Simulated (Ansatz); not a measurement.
## SrTiO3: a vibration from a frozen displacement

The calculation used DFT PBE, scalar-relativistic, plane waves, PAW in Ansatz 0.2.0. Settings: plane waves to 420 eV, k-mesh 8×8×8 (Γ-centred), Gaussian smearing 0.05 eV. No spin polarisation. Energies are free energies at this smearing, counted from the undisturbed cell; pressure is positive in compression.

The starting cell (relaxed at this level; it needn't be the usual structure):

```
Sr Ti O
1.0
    -2.77771    2.77771    3.94644
     2.77771   -2.77771    3.94644
     2.77771    2.77771   -3.94644
Sr Ti O
2 2 6
Direct
  0.75000 0.25000 0.50000
  0.25000 0.75000 0.50000
  0.00000 0.00000 0.00000
  0.50000 0.50000 0.00000
  0.25000 0.25000 0.00000
  0.75000 0.75000 0.00000
  0.72819 0.22819 0.95639
  0.22819 0.27181 0.50000
  0.27181 0.77181 0.04361
  0.77181 0.72819 0.50000
```

Atom 7 (O) is moved by x along the Cartesian unit vector (0.000, 0.000, 1.000); the cell and all other atoms stay fixed. The cell's volume is 121.80 Å³; the moved atoms weigh 15.999 u together and the others 350.969 u. Some rows repeat others by symmetry and weren't run.

```
  x (Å)  ΔE (meV/cell) total force on the moved atoms along the move (eV/Å) pressure (GPa)
-0.2000         101.40                                                1.0258          0.0424
-0.1667          70.19                                                0.8492          0.0251
-0.1333          44.75                                                0.6751          0.0122
-0.0667          11.16                                                0.3350         -0.0031
 0.0000           0.00                                                0.0000         -0.0077
 0.0667          11.16                                               -0.3350         -0.0031
 0.1333          44.75                                               -0.6751          0.0122
 0.1667          70.19                                               -0.8492          0.0251
 0.2000         101.40                                               -1.0258          0.0424
```

Question: What frequency belongs to this motion?

Answer: The force constant is k = −dF/dx = 5.022 eV/Å², from the parabola through x = -0.0667, 0 and 0.0667. In every cell the moved atoms swing against the rest, so the mass is μ = m₁m₂/(m₁ + m₂) = 15.301 u, and ν̃ = 521.5 cm⁻¹ × √(|k|/μ) = 299 cm⁻¹. The pattern needn't be a normal mode: ν̃² is then a weighted mean of the squared nonzero frequencies at the zone centre of this cell, taken without macroscopic field, so it lies between the lowest and the highest of them.

Question: How far does the harmonic law reach?

Answer: At x = -0.200 Å, kx²/2 = 100.45 meV against the computed 101.40 meV (+0.9 %): the well is still close to harmonic there.

Question: The pressure changes with x². What does that say about the frequency under compression?

Answer: With E = k(V)x²/2, k ∝ V^(−2γ) and x scaling with the cell as V^(1/3), P − P0 = −∂E/∂V = (2γ − 2/3) ΔE/V. At x = 0.1333 Å, V(P − P0) = 121.80 × 0.01987 / 160.2 eV = 15.10 meV and ΔE = 44.75 meV, so γ = 1/3 + V(P − P0)/(2ΔE) = 0.50. This is the Grüneisen parameter of the motion under uniform scaling of the cell: shrinking the cell evenly by 1 % in volume raises the frequency by about 0.50 %.

Cost: 5 runs of about 12 core-minutes in all, on Intel Xeon Processor @ 2.50GHz (Skylake/Cascade Lake) (shared hosts).